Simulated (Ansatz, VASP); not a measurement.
**NaH: VASP beside Ansatz**

The input INCAR:

```
PREC     = Accurate       # precision mode
ENCUT    = 520            # plane-wave cutoff, eV
EDIFF    = 1E-6           # SCF threshold, eV
ISMEAR   = 0              # smearing method
SIGMA    = 0.01           # smearing width, eV
LREAL    = False          # projectors in reciprocal space
LASPH    = True           # aspherical terms in the spheres
NELM     = 60             # most SCF steps
ALGO     = Normal         # electronic algorithm
ISIF     = 2              # what is computed and relaxed
LWAVE    = False          # write WAVECAR
LCHARG   = False          # write CHGCAR
GGA      = PE             # functional
NBANDS   = 11             # bands
```

KPOINTS

```
regular mesh
0
Gamma
  6 6 6
```

File POSCAR:

```
NaH
1.0
    0.0000000000      2.5969210614      2.5969210614
    2.5969210614      0.0000000000      2.5969210614
    2.5969210614      2.5969210614      0.0000000000
Na H
1 1
Direct
    0.0000000000      0.0000000000      0.0000000000
    0.2500000000      0.2500000000      0.2500000000
```

Input for Ansatz:

```yaml
crystal:
  lattice:
    - [0.0, 2.5969210614, 2.5969210614]
    - [2.5969210614, 0.0, 2.5969210614]
    - [2.5969210614, 2.5969210614, 0.0]
  atoms:
    - { symbol: Na, position: [0.0, 0.0, 0.0] }
    - { symbol: H, position: [0.25, 0.25, 0.25] }
kpoints:
  mp_grid: { grid: [6, 6, 6] }
hamiltonian:
  xc: pbe
scf:
  occupations: { method: fixed }
output:
  optics:
    e_range: [0, 17]
    de: 0.05
    sigma: 0.1
    bands: { spectra_wanted_up_to: 17 }
```

Alike in both runs: task single point; functional PBE; k mesh 6 × 6 × 6; no spin polarisation.

|  | VASP | Ansatz |
| --- | --- | --- |
| version | VASP 6.6.1 | Ansatz 0.2.0 |
| potentials or method | VASP PAW PBE potentials, release 64 (Na_pv, H) | plane waves, PAW |
| plane-wave cutoff (eV) | 520 | 420 |
| occupations | gaussian, width 0.01 eV | fixed |
| valence electrons in the cell | 8 | 10 |

|  | VASP | Ansatz | Ansatz less VASP |
| --- | --- | --- | --- |
| gap on the k mesh at the Fermi level (eV) | 3.63 | 3.63 | +0.002 |

The two sets of potentials don't hold the same shells in valence.

A k mesh can miss the band edges.
